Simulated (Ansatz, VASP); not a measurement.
**One calculation of ZnO, two programs**

```
Zn O
1.0
    -1.96874    1.96874    3.46549
     1.96874   -1.96874    3.46549
     1.96874    1.96874   -3.46549
Zn O
2 2
Direct
  0.00000 0.00000 0.00000
  0.50000 0.50000 0.00000
  0.27551 0.27551 0.00000
  0.72449 0.72449 0.00000
```

Alike in both runs: task relaxation of cell and atoms; functional PBE; k mesh 6 × 6 × 6; occupations gaussian, width 0.1 eV; no spin polarisation.

|  | VASP | Ansatz |
| --- | --- | --- |
| version | VASP 6.6.1 | Ansatz 0.2.0 |
| potentials or method | VASP PAW PBE potentials, release 64 (Zn, O) | scalar-relativistic, plane waves, PAW |
| plane-wave cutoff (eV) | 600 | 420 |
| valence electrons in the cell | 36 | 36 |

Ansatz gave:

```
gap on the k mesh at the Fermi level, each at its own relaxed structure (eV) : 1.34
relaxed volume (Å³/atom)                                                     : 28.21
relaxed cell length with the largest relative difference (Å)                 : 5.316
energy change over the relaxation (meV/atom)                                 : -698
```

What did VASP give for the same quantities?

gap on the k mesh at the Fermi level, each at its own relaxed structure (eV): 0.47; relaxed volume (Å³/atom): 20.57; relaxed cell length with the largest relative difference (Å): 4.886; energy change over the relaxation (meV/atom): -635.

One of these differences is far larger than is usual between the two programs; its cause wasn't traced.

Caveats: the volume moved by over 15 % at a fixed basis, so the end points are rough (VASP).
